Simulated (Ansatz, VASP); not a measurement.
Two plane-wave programs on Ta2N

```
CELL_PARAMETERS angstrom
3.11286 0.00000 0.00000
-1.55643 2.69582 0.00000
0.00000 0.00000 4.86984
ATOMIC_POSITIONS crystal
Ta 0.66667 0.33333 0.74529
Ta 0.33333 0.66667 0.25471
N 0.00000 0.00000 0.00000
```

Alike in both runs: task single point; functional PBE; k mesh 6 × 6 × 4; occupations gaussian, width 0.1 eV; collinear spin.

|  | VASP | Ansatz |
| --- | --- | --- |
| version | VASP 6.6.1 | Ansatz 0.2.0 |
| potentials or method | VASP PAW PBE potentials, release 64 (Ta_pv, N) | scalar-relativistic, plane waves, PAW |
| plane-wave cutoff (eV) | 520 | 420 |
| valence electrons in the cell | 27 | 31 |

Ansatz gave:

```
gap on the k mesh at the Fermi level (eV)       : none
pressure (GPa)                                  : -1.2
largest component of the traceless stress (GPa) : 0.41
rms of the force components (eV/Å)              : 0.131
net moment per atom (μB)                        : 0.00
```

Problem. What did VASP give for the same quantities?

Solution. gap on the k mesh at the Fermi level (eV): none; pressure (GPa): -0.8; largest component of the traceless stress (GPa): 0.33; rms of the force components (eV/Å): 0.111; net moment per atom (μB): 0.00.

Atom by atom the forces differ by 0.020 eV/Å (rms over components). A gap of «none» marks a metal or a gap that the smearing closes. The two sets of potentials don't hold the same shells in valence. Ansatz warned: «seeded_moment_not_kept».

Caveats: the k mesh is coarse (spacing up to 0.39 Å⁻¹), so the values aren't converged. The runs have no spin-orbit coupling, so splittings on Ta are missing.
